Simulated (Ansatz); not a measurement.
The system is CsSnBr3.

```
Cs Sn Br
1.0
     5.83901    0.00000    0.00000
     0.00000    5.83901    0.00000
     0.00000    0.00000    5.83901
Cs Sn Br
1 1 3
Direct
  0.00000 0.00000 0.00000
  0.50000 0.50000 0.50000
  0.00000 0.50000 0.50000
  0.50000 0.50000 0.00000
  0.50000 0.00000 0.50000
```

The cell is a database's computed one.

| Item | Value |
| --- | --- |
| Program | Ansatz 0.2.0 |
| Task | relaxation of cell and atoms |
| Functional | LDA |
| Potentials or basis | Ansatz PAW |
| Cutoff | 420 eV (not typed: the program's choice for these potentials) |
| k mesh | 5 × 5 × 5 |
| Occupations | fermi-dirac, width 0.05 eV |
| Spin | no spin polarisation |

At the start: volume 39.81 Å³/atom.

Q: How do energy, volume and symmetry change on relaxing?

A: It ends after 5 steps and the volume is 36.18 Å³/atom (-9.1 %); space group Pm-3m (No. 221, to 0.05 Å).

Step by step:
```tsv
step	energy change (eV)	largest force (eV/Å)	volume (Å³)
1	0.0000	0.0000	199.08
2	-0.1018	0.0000	188.60
3	-0.1275	0.0000	179.21
4	-0.1284	0.0000	180.88
5	-0.1262	0.0000	180.88
```

Final structure:
```cif
data_structure
_symmetry_space_group_name_H-M 'P 1'
_symmetry_Int_Tables_number 1
_cell_length_a 5.6554
_cell_length_b 5.6554
_cell_length_c 5.6554
_cell_angle_alpha 90.000
_cell_angle_beta 90.000
_cell_angle_gamma 90.000
_cell_volume 180.88
loop_
_atom_site_label
_atom_site_type_symbol
_atom_site_fract_x
_atom_site_fract_y
_atom_site_fract_z
_atom_site_occupancy
Cs1 Cs 0.00000 0.00000 0.00000 1
Sn1 Sn 0.50000 0.50000 0.50000 1
Br1 Br 0.00000 0.50000 0.50000 1
Br2 Br 0.50000 0.50000 0.00000 1
Br3 Br 0.50000 0.00000 0.50000 1
```

Caveat: the plane-wave basis is chosen anew once the cell has moved, so the energies of steps on either side of that aren't comparable; the PAW data sets come from PBE, with cores solved anew for the run's functional, which leaves a small shift of forces and pressure.
